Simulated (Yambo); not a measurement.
# HfO2 (Fm-3m) in Yambo: further runs

Runs on HfO2. Level: PBE. Tasks: optical spectrum.

Everything below comes from runs of Yambo 5.3.0. Logs are shortened: lines on timing, memory, paths and dates and some standing lists are left out, and cuts for length are marked.

**1. The crystal as given**

The structure is cubic, space group Fm-3m (No. 225). The conventional cell has a = 5.115 Å, b = 5.115 Å, c = 5.115 Å, α = 90.00°, β = 90.00°, γ = 90.00°. Hf (site symmetry m-3m) has 8 O at 2.21 Å as nearest neighbours. O (site symmetry -43m) has 4 Hf at 2.21 Å as nearest neighbours.

Measurements of this composition are mostly on another form, of space group No. 14.

**2. Optical spectrum, PBE**

optics1.in reads:

```
optics
chi
Chimod= "HARTREE"
% BndsRnXd
 1 | 37 |
%
NGsBlkXd= 2 Ry
% LongDrXd
 1 | 0 | 0 |
%
% QpntsRXd
 1 | 1 |
%
% EnRngeXd
 0 | 15 | eV
%
% DmRngeXd
 0.05 | 0.05 | eV
%
ETStpsXd= 300
```

scf.in reads:

```
&CONTROL
  calculation = 'scf'
  prefix = 'pwscf'
  outdir = './tmp'
  pseudo_dir = './pseudo'
/
&SYSTEM
  ibrav = 0
  nat = 3
  ntyp = 2
  ecutwfc = 84
  nbnd = 19
  occupations = 'smearing'
  smearing = 'fd'
  degauss = 0.00367493
  force_symmorphic = .true.
/
&ELECTRONS
  conv_thr = 6d-10
  electron_maxstep = 120
  mixing_beta = 0.5
/
ATOMIC_SPECIES
Hf   178.4900 Hf.upf
O     15.9990 O.upf
CELL_PARAMETERS angstrom
   0.0000000000    2.5575000000    2.5575000000
   2.5575000000    0.0000000000    2.5575000000
   2.5575000000    2.5575000000    0.0000000000
ATOMIC_POSITIONS crystal
Hf     0.0000000000    0.0000000000    0.0000000000
O      0.7500000000    0.7500000000    0.7500000000
O      0.2500000000    0.2500000000    0.2500000000
K_POINTS automatic
16 16 16 0 0 0
```

nscf.in reads:

```
&CONTROL
  calculation = 'nscf'
  prefix = 'pwscf'
  outdir = './tmp'
  pseudo_dir = './pseudo'
/
&SYSTEM
  ibrav = 0
  nat = 3
  ntyp = 2
  ecutwfc = 84
  nbnd = 37
  occupations = 'fixed'
  force_symmorphic = .true.
/
&ELECTRONS
  conv_thr = 1d-08
  diago_full_acc = .true.
  diago_thr_init = 1d-06
/
ATOMIC_SPECIES
Hf   178.4900 Hf.upf
O     15.9990 O.upf
CELL_PARAMETERS angstrom
   0.0000000000    2.5575000000    2.5575000000
   2.5575000000    0.0000000000    2.5575000000
   2.5575000000    2.5575000000    0.0000000000
ATOMIC_POSITIONS crystal
Hf     0.0000000000    0.0000000000    0.0000000000
O      0.7500000000    0.7500000000    0.7500000000
O      0.2500000000    0.2500000000    0.2500000000
K_POINTS automatic
16 16 16 0 0 0
```

Potentials or basis: PseudoDojo 0.4.1 SR PBE standard.

The run is started by

```console
OMP_NUM_THREADS=1 pw.x -in scf.in > scf.out
OMP_NUM_THREADS=1 pw.x -in nscf.in > nscf.out
cd tmp/pwscf.save; p2y; mv SAVE ../..; cd ../..
OMP_NUM_THREADS=1 yambo
OMP_NUM_THREADS=1 yambo -F optics1.in -J optics1 -C optics1_out
```

Yambo's report:

```text
[... sections 02.01 to 02.04 as in the set-up run ...]

  [02.05] Energies & Occupations
  ==============================

  [X] === General ===
  [X] Electronic Temperature                        :  0.000000  0.000000 [eV K]
  [X] Bosonic    Temperature                        :  0.000000  0.000000 [eV K]
  [X] Finite Temperature mode                       : no
  [X] El. density                                   :  0.71736E+24 [cm-3]
  [X] Fermi Level                                   :  11.93660 [eV]

  [X] === Gaps and Widths ===
  [X] Conduction Band Min                           :  3.767206 [eV]
  [X] Valence Band Max                              :  0.000000 [eV]
  [X] Filled Bands                                  :  12
  [X] Empty Bands                                   :   13   37
  [X] Direct Gap                                    :  3.767206 [eV]
  [X] Direct Gap localized at k                     :   73
  [X] Indirect Gap                                  :  3.767206 [eV]
  [X] Indirect Gap between kpts                     :   73   73
  [X] Last valence band width                       :  1.795689 [eV]
  [X] 1st conduction band width                     :  0.989108 [eV]

 [03] Transferred momenta grid and indexing
 ==========================================

 IBZ Q-points                                      :  145
 BZ  Q-points                                      :   4096

 K/Q-points units:
 rlu = crystal or reduced units; cc = cartesian coordinates; iku = interal k-units

 Q [  1]        [rlu]:  0.000000  0.000000  0.000000
 Q [  2]        [rlu]: -0.22409E-17 -0.22409E-17  0.62500E-01
 Q [  3]        [rlu]: -0.44818E-17 -0.44818E-17  0.12500
 Q [  4]        [rlu]: -0.24869E-16 -0.24869E-16  0.18750
 Q [  5]        [rlu]: -0.89636E-17 -0.89636E-17  0.25000
 Q [  6]        [rlu]:  0.16551E-16 -0.11204E-16  0.31250
[... 42 lines left out ...]
 Q [ 49]        [rlu]:  0.48811E-17  0.25000      0.25000
 Q [ 50]        [rlu]:  0.46980E-17  0.25000      0.31250

 Remaining 95 points informations can be written running with -fatlog

 [04] Dipoles
 ============

  [04.01] Setup: observables and procedures
  =========================================

  [WARNING] [x,Vnl] slows the Dipoles computation. To neglect it rename the ns.kb_pp file
  [WF-Oscillators/G space/Transverse up loader] Normalization (few states)  min/max  :  0.000000  1.000000

  [WR./optics1//ndb.dipoles]------------------------------------------------------
   Brillouin Zone Q/K grids (IBZ/BZ)                :    145   4096    145   4096
   RL vectors                                       :   3839 [WF]
   Fragmentation                                    : yes
   Electronic Temperature                           :  0.000000 [K]
   Bosonic    Temperature                           :  0.000000 [K]
   DIP band range                                   :    1   37
   DIP band range limits                            :  12  13
   DIP e/h energy range                             : -1.000000 -1.000000 [eV]
   RL vectors in the sum                            :   3839
   [r,Vnl] included                                 : yes
   Bands ordered                                    : yes
   Direct v evaluation                              : no
   Approach used                                    : G-space v
   Dipoles computed                                 : R V P [G-space]
   Wavefunctions                                    : Perdew, Burke & Ernzerhof(X)+Perdew, Burke & Ernzerhof(C)

  [WARNING] [r,Vnl^pseudo] included in position and velocity dipoles.

  [WARNING] In case H contains other non local terms, these are neglected

 [05] Optics
 ===========

 [X-CG] R(p) Tot o/o(of R):    34989  1228800      100
```

Run time: 4.7 min. Hardware: 1 thread of Arm Neoverse V1, shared host; peak memory 1.1 GiB.

What came out:

| Item | Value |
| --- | --- |
| Band gap on the k mesh, mean-field level | 3.77 eV, direct |
| Absorption peak | 9.13 eV |
| Electronic dielectric constant along the field | 5.07 |
| Electronic dielectric constant along the field, independent particles | 5.26 |

Dielectric function (along the field direction of the input):
```tsv
energy (eV)	real part	imaginary part
0.25	5.07	0.02
0.60	5.09	0.02
1.00	5.14	0.02
1.35	5.19	0.03
1.76	5.28	0.03
2.11	5.39	0.03
2.51	5.54	0.04
2.86	5.72	0.04
3.26	5.99	0.05
3.61	6.32	0.07
4.01	6.90	0.11
4.36	7.92	0.30
4.77	8.54	2.00
5.17	7.69	4.61
5.52	6.38	3.58
5.92	6.98	3.42
6.27	7.70	4.28
6.67	7.38	5.82
7.02	8.64	6.26
7.42	7.23	7.28
7.78	5.47	9.62
8.18	3.48	9.40
8.53	3.00	9.40
8.93	1.74	9.02
9.28	-3.05	8.30
9.68	-3.00	5.87
10.08	-2.18	4.06
10.43	-1.31	3.31
10.84	-1.17	3.72
11.19	-0.81	3.77
11.59	-1.49	3.85
11.94	-1.90	2.64
12.34	-1.54	1.64
12.69	-1.00	1.32
13.09	-0.69	0.84
13.44	-0.27	1.34
13.85	-0.24	1.78
14.20	-0.09	1.44
14.60	-0.49	1.36
15.00	-0.36	0.83
```

Caveat: these spectra lack excitons; spin-orbit coupling is left out, which moves the levels of the heavy elements. Expect the measured gap to be larger: semilocal functionals such as PBE lack the derivative discontinuity.

**3. Optical spectrum, PBE**

optics2.in reads:

```
optics
chi
tddft
Chimod= "ALDA"
% BndsRnXd
 1 | 37 |
%
NGsBlkXd= 1 Ry
% LongDrXd
 1 | 0 | 0 |
%
% QpntsRXd
 1 | 1 |
%
% EnRngeXd
 0 | 30 | eV
%
% DmRngeXd
 0.3 | 0.3 | eV
%
ETStpsXd= 300
FxcGRLc= 1 Ry
VXCRLvcs= 1 Ry
```

scf.in is that of step 2.

nscf.in is that of step 2.

Potentials or basis: PseudoDojo 0.4.1 SR PBE standard.

The run is started by

```console
OMP_NUM_THREADS=1 pw.x -in scf.in > scf.out
OMP_NUM_THREADS=1 pw.x -in nscf.in > nscf.out
cd tmp/pwscf.save; p2y; mv SAVE ../..; cd ../..
OMP_NUM_THREADS=1 yambo
OMP_NUM_THREADS=1 yambo -F optics2.in -J optics2 -C optics2_out
```

Yambo's report:

```text
[... sections 02.01 to 02.04 as in the set-up run ...]

  [02.05] Energies & Occupations
  ==============================

  [X] === General ===
  [X] Electronic Temperature                        :  0.000000  0.000000 [eV K]
  [X] Bosonic    Temperature                        :  0.000000  0.000000 [eV K]
  [X] Finite Temperature mode                       : no
  [X] El. density                                   :  0.71736E+24 [cm-3]
  [X] Fermi Level                                   :  11.93660 [eV]

  [X] === Gaps and Widths ===
  [X] Conduction Band Min                           :  3.767206 [eV]
  [X] Valence Band Max                              :  0.000000 [eV]
  [X] Filled Bands                                  :  12
  [X] Empty Bands                                   :   13   37
  [X] Direct Gap                                    :  3.767206 [eV]
  [X] Direct Gap localized at k                     :   73
  [X] Indirect Gap                                  :  3.767206 [eV]
  [X] Indirect Gap between kpts                     :   73   73
  [X] Last valence band width                       :  1.795689 [eV]
  [X] 1st conduction band width                     :  0.989108 [eV]

 [03] Transferred momenta grid and indexing
 ==========================================

 IBZ Q-points                                      :  145
 BZ  Q-points                                      :   4096

 K/Q-points units:
 rlu = crystal or reduced units; cc = cartesian coordinates; iku = interal k-units

 Q [  1]        [rlu]:  0.000000  0.000000  0.000000
 Q [  2]        [rlu]: -0.22409E-17 -0.22409E-17  0.62500E-01
 Q [  3]        [rlu]: -0.44818E-17 -0.44818E-17  0.12500
 Q [  4]        [rlu]: -0.24869E-16 -0.24869E-16  0.18750
 Q [  5]        [rlu]: -0.89636E-17 -0.89636E-17  0.25000
 Q [  6]        [rlu]:  0.16551E-16 -0.11204E-16  0.31250
[... 42 lines left out ...]
 Q [ 49]        [rlu]:  0.48811E-17  0.25000      0.25000
 Q [ 50]        [rlu]:  0.46980E-17  0.25000      0.31250

 Remaining 95 points informations can be written running with -fatlog

 [04] Dipoles
 ============

  [04.01] Setup: observables and procedures
  =========================================

  [WARNING] [x,Vnl] slows the Dipoles computation. To neglect it rename the ns.kb_pp file
  [WF-Oscillators/G space/Transverse up loader] Normalization (few states)  min/max  :  0.000000  1.000000

  [WR./optics2//ndb.dipoles]------------------------------------------------------
   Brillouin Zone Q/K grids (IBZ/BZ)                :    145   4096    145   4096
   RL vectors                                       :   3839 [WF]
   Fragmentation                                    : yes
   Electronic Temperature                           :  0.000000 [K]
   Bosonic    Temperature                           :  0.000000 [K]
   DIP band range                                   :    1   37
   DIP band range limits                            :  12  13
   DIP e/h energy range                             : -1.000000 -1.000000 [eV]
   RL vectors in the sum                            :   3839
   [r,Vnl] included                                 : yes
   Bands ordered                                    : yes
   Direct v evaluation                              : no
   Approach used                                    : G-space v
   Dipoles computed                                 : R V P [G-space]
   Wavefunctions                                    : Perdew, Burke & Ernzerhof(X)+Perdew, Burke & Ernzerhof(C)

  [WARNING] [r,Vnl^pseudo] included in position and velocity dipoles.

  [WARNING] In case H contains other non local terms, these are neglected

 [05] Optics
 ===========

 [xc] Functional : Perdew, Burke & Ernzerhof(X)+Perdew, Burke & Ernzerhof(C)
 [xc] LIBXC used to calculate xc functional
  PP Number of Atomic Species                      :  2
  NLCC RL compoments                               :  23505
 [X-CG] R(p) Tot o/o(of R):    34989  1228800      100
```

o-optics2.eps_q1_inv_alda_dyson:

```text
# Absorption @ Q(1):   1.00000000      0.00000000      0.00000000    [q->0 direction]
#
# [ X ] Hartree size                              :   9
# [GEN] GF Energies                               : Perdew, Burke & Ernzerhof(X)+Perdew, Burke & Ernzerhof(C)
# [GEN] Green`s Function                          : T-ordered
#
# [GEN] Gauge                                     : Length
# [GEN] [r,Vnl] included                          : yes
#
#    E[1] [eV]          Im(eps)            Re(eps)            Im(eps_o)          Re(eps_o)
#
        0.000000           0.148358           5.224881           0.148358           5.249989
        0.100334           0.148447           5.225545           0.148446           5.250652
        0.200669           0.148713           5.227541           0.148711           5.252640
        0.301003           0.149159           5.230873           0.149154           5.255960
        0.401338           0.149786           5.235551           0.149778           5.260620
        0.501672           0.150597           5.241588           0.150585           5.266634
[... 292 lines left out ...]
        29.89967           0.442369           0.591164           0.461787           0.754277
        30.00000           0.437939           0.598300           0.458644           0.769687
#
```

Run time: 4.6 min. Hardware: 1 thread of Arm Neoverse V1, shared host; peak memory 1.1 GiB.

What came out:

```yaml
Band_gap_on_the_k_mesh_mean-field_level: 3.77 eV, direct
Absorption_peak: 8.63 eV
Electronic_dielectric_constant_along_the_field: 5.22
Electronic_dielectric_constant_along_the_field_independent_particles: 5.25
Peak_of_the_energy-loss_function: 26.7 eV
```

Dielectric function (along the field direction of the input):
| energy (eV) | real part | imaginary part |
| --- | --- | --- |
| 0.30 | 5.23 | 0.15 |
| 0.80 | 5.27 | 0.15 |
| 1.30 | 5.34 | 0.16 |
| 1.81 | 5.46 | 0.18 |
| 2.31 | 5.63 | 0.21 |
| 2.81 | 5.87 | 0.25 |
| 3.31 | 6.21 | 0.33 |
| 3.81 | 6.74 | 0.50 |
| 4.31 | 7.58 | 1.03 |
| 4.82 | 7.95 | 2.56 |
| 5.32 | 7.08 | 3.49 |
| 5.82 | 6.97 | 3.65 |
| 6.32 | 7.18 | 4.49 |
| 6.82 | 6.79 | 5.55 |
| 7.32 | 6.35 | 6.75 |
| 7.83 | 4.78 | 8.08 |
| 8.33 | 3.16 | 8.48 |
| 8.83 | 1.18 | 8.52 |
| 9.33 | -1.19 | 7.36 |
| 9.83 | -1.56 | 5.24 |
| 10.33 | -1.16 | 4.14 |
| 10.84 | -0.94 | 3.71 |
| 11.34 | -0.96 | 3.53 |
| 11.84 | -1.43 | 2.85 |
| 12.34 | -1.18 | 2.01 |
| 12.84 | -0.76 | 1.55 |
| 13.34 | -0.25 | 1.38 |
| 13.85 | -0.09 | 1.47 |
| 14.35 | -0.11 | 1.40 |
| 14.85 | -0.13 | 1.10 |
| 15.35 | 0.14 | 0.81 |
| 15.85 | 0.48 | 0.72 |
| 16.35 | 0.77 | 0.82 |
| 16.86 | 0.90 | 0.97 |
| 17.36 | 0.92 | 1.17 |
| 17.86 | 0.60 | 1.14 |
| 18.36 | 0.78 | 0.77 |
| 18.86 | 1.18 | 0.76 |
| 19.36 | 1.41 | 1.09 |
| 19.97 | 1.40 | 1.42 |

Energy-loss function:
```json
{"energy (eV)": "0.0", "loss": "0.005"}
{"energy (eV)": "1.3", "loss": "0.006"}
{"energy (eV)": "2.6", "loss": "0.007"}
{"energy (eV)": "3.9", "loss": "0.012"}
{"energy (eV)": "5.2", "loss": "0.053"}
{"energy (eV)": "6.5", "loss": "0.066"}
{"energy (eV)": "7.8", "loss": "0.092"}
{"energy (eV)": "9.1", "loss": "0.121"}
{"energy (eV)": "10.4", "loss": "0.232"}
{"energy (eV)": "11.7", "loss": "0.271"}
{"energy (eV)": "13.0", "loss": "0.613"}
{"energy (eV)": "14.3", "loss": "0.708"}
{"energy (eV)": "15.7", "loss": "1.112"}
{"energy (eV)": "17.0", "loss": "0.544"}
{"energy (eV)": "18.3", "loss": "0.699"}
{"energy (eV)": "19.6", "loss": "0.346"}
{"energy (eV)": "20.9", "loss": "0.391"}
{"energy (eV)": "22.2", "loss": "0.593"}
{"energy (eV)": "23.5", "loss": "0.882"}
{"energy (eV)": "24.8", "loss": "0.886"}
{"energy (eV)": "26.1", "loss": "1.177"}
{"energy (eV)": "27.4", "loss": "1.148"}
{"energy (eV)": "28.7", "loss": "0.898"}
{"energy (eV)": "30.0", "loss": "0.797"}
```

Caveat: the LDA kernel is used on GGA states, which is inconsistent by a few percent; these spectra lack excitons; spin-orbit coupling is left out, which moves the levels of the heavy elements. A k mesh can miss the band edges.

[end of part 1 of 2]
